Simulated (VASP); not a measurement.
## CdSe: single point with PBEsol

Crystal: CdSe.

```
CELL_PARAMETERS angstrom
0.00000 2.87396 2.87396
2.87396 0.00000 2.87396
2.87396 2.87396 0.00000
ATOMIC_POSITIONS crystal
Cd 0.00000 0.00000 0.00000
Se 0.50000 0.50000 0.50000
```

Measurements of this composition are mostly on another form, of space group No. 186.

```
Program             : VASP 6.6.1
Task                : single point
Functional          : PBEsol
Potentials or basis : VASP PAW PBE potentials, release 64 (Cd_GW, Se_GW)
Cutoff              : 550 eV
k mesh              : 8 × 8 × 8
Occupations         : gaussian, width 0.1 eV
Spin                : no spin polarisation
```

| Quantity | Value |
| --- | --- |
| Pressure | -3.9 GPa |
| Band gap on the k mesh | none (metal or under the smearing width) |

Levels at points of the mesh, in eV from the Fermi level:
```
           k point  band 6  band 7  band 8  band 9  band 10  band 11  band 12  band 13
(0.00, 0.00, 0.00)   -7.93   -0.69   -0.69   -0.69    -0.10     8.52     8.52     8.52
(0.50, 0.00, 0.00)   -7.79   -5.04   -0.11   -0.11     2.81     5.11     5.11     5.79
(0.50, 0.50, 0.00)   -7.26   -4.19   -2.14   -2.14    -0.60     5.30     9.49    10.11
```

It took 24 s on 1 thread of Intel(R) Xeon(R) Platinum 8488C (Sapphire Rapids) (shared host), peak memory 0.19 GiB.

Caveat: the PAW data sets were made with another functional, which shifts forces and pressure a little.
